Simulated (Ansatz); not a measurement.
# MgS: one input, then a changed one

The cell is COD entry 9008672, as deposited and not checked against the literature; nothing was relaxed. The listed cell was then made from it by scaling, straining or moving an atom.

First run: DFT, PBE, all-electron PAW with datasets made for the crystal, scalar-relativistic (Ansatz 0.2.0).

Command: `ansatz run input.yaml --threads 1 --pin off --max-ram 2048MiB --backend cpu --events-out ev --progress --plain --runs-dir out` The run took 12 s on 1 thread of Intel(R) Xeon(R) Platinum 8259CL CPU @ 2.50GHz (Skylake/Cascade Lake) (shared host).

```yaml
crystal:
  lattice:
    - [0.0, 2.60165, 2.60165]
    - [2.60165, 0.0, 2.60165]
    - [2.60165, 2.60165, 0.0]
  atoms:
    - { symbol: Mg, position: [0.0133150116, 0.0133150116, 0.0133150116] }
    - { symbol: S, position: [0.5, 0.5, 0.5] }
kpoints:
  mp_grid: { grid: [10, 10, 10] }
scf:
  occupations: { method: fermi_dirac, width: 0.03 }
hamiltonian:
  xc: pbe
  pseudopotentials: { kind: all_electron, datasets: crystal }
output:
  forces: true
  stress: true
  eigenvalues: true
  efg: { contact_densities: true }
```

Result: converged; pressure 1.63 GPa; largest force 0.337 eV/Å; gap on the k mesh 2.78 eV; 8 SCF iterations.

The input is then changed:

```diff
@@ -11,4 +11,5 @@
 scf:
   occupations: { method: fermi_dirac, width: 0.03 }
+  mixing: { preconditioner: kerker_dos }
 hamiltonian:
   xc: pbe
```

Task: What does the second run give?

Result: It converged; energy at zero smearing 0.0 meV/atom from the first run; pressure 1.63 GPa; largest force 0.337 eV/Å; gap on the k mesh 2.78 eV; 8 SCF iterations.

The results part of its log:

```
SCF 1 converged in 8 iterations: F = -16316.922266 eV  dr2 = 2.75e-9
  Residual-converged pass: ⟨swp⟩=2.0  Hψ=1205  notcnv=0  max |occ|·‖R‖ = 5.2e-6 eV (tolerance 5.3e-6 eV)  dr2=2.78e-9  dr2_onsite=9.54e-10  max |Δocc| = 0.0e0
  greatest PAW one-centre occupation: 0.826 electrons in one spin orbital (limit 2), on the S atom at site 1 (counted from 0), in its partial waves of l = 0
SCF converged after 8 iterations
Free energy (F): -16316.922266 eV
Harris-Foulkes:  -16316.922266 eV  (|F-HF|=1.30e-9)
Internal energy: -16316.922266 eV  (E = F + TS)
E sigma→0 (E₀):  -16316.922266 eV
Past the cutoff: the bands carry plane waves up to 1.75 times it, of which those up to 1.5 times it add -0.000049 eV an atom, each by itself; the spheres take 0.000057 eV an atom off the energy for waves past 1.75 times it
By the cutoff:   a pressure is off by up to 0.005 GPa (1.2 times the spheres' own share and the shells' term, over an atom's volume, and 0.004 GPa: a bound that held against runs at twice the plane waves)
Past the cutoffs: a stress includes 0.0013 GPa for waves and charges beyond them, in addition to the slope of what the spheres take
In the spheres:  the bands' charges fall short by 7.5e-7 e at most (sound up to 1e-3), those of shells solved beside the bands by 2.5e-7 e (sound up to 5e-4)
Fermi energy:    8.104764 eV
--- Per-component energies (eV) ---
  The terms above E_closure are by the made datasets' own strengths, without shells solved beside the bands.
--- Forces (eV/Å), atoms counted from 1 ---
  atom   1  Mg    -0.19442776    -0.19442776    -0.19442776
  atom   2  S      0.19442802     0.19442802     0.19442802
  max |Σ_I F_I| component: 2.61e-7 eV/Å
--- Stress (GPa, compression-positive) ---
        1.625818      -0.071700      -0.071700
       -0.071700       1.625818      -0.071700
       -0.071700      -0.071700       1.625818
  P = ⅓ Tr σ = 1.6258 GPa (16.258 kbar)
  It holds what live shells' own plane waves past their cutoff add
--- PAW observables at the nuclei: V_zz in 10²¹ V/m², potentials from the cell's mean, atoms counted from 1 ---
  atom   1  Mg V_zz =    +0.119322   η = 0.0000   by run symmetry: allowed
            electrostatic potential = -1100.997707 V   contact ρ = 7801.090817 e/Å³
  atom   2  S  V_zz =    -0.015427   η = 0.0000   by run symmetry: allowed
            electrostatic potential = -1633.258513 V   contact ρ = 19781.962699 e/Å³
--- Band table (eV; the first three rows and the last of 116) ---
  k-point 0: bands = ["-5.9665", "6.6841", "6.6841", "6.7084", "10.4156", "14.6160"]
  k-point 1: bands = ["-5.8687", "5.9655", "6.6179", "6.6412", "10.9944", "14.3554"]
  k-point 2: bands = ["-5.5929", "4.5910", "6.4566", "6.4801", "11.6362", "14.4741"]
  k-point 115: bands = ["-4.6601", "1.8884", "6.0982", "6.0982", "11.2580", "13.5952"]
```
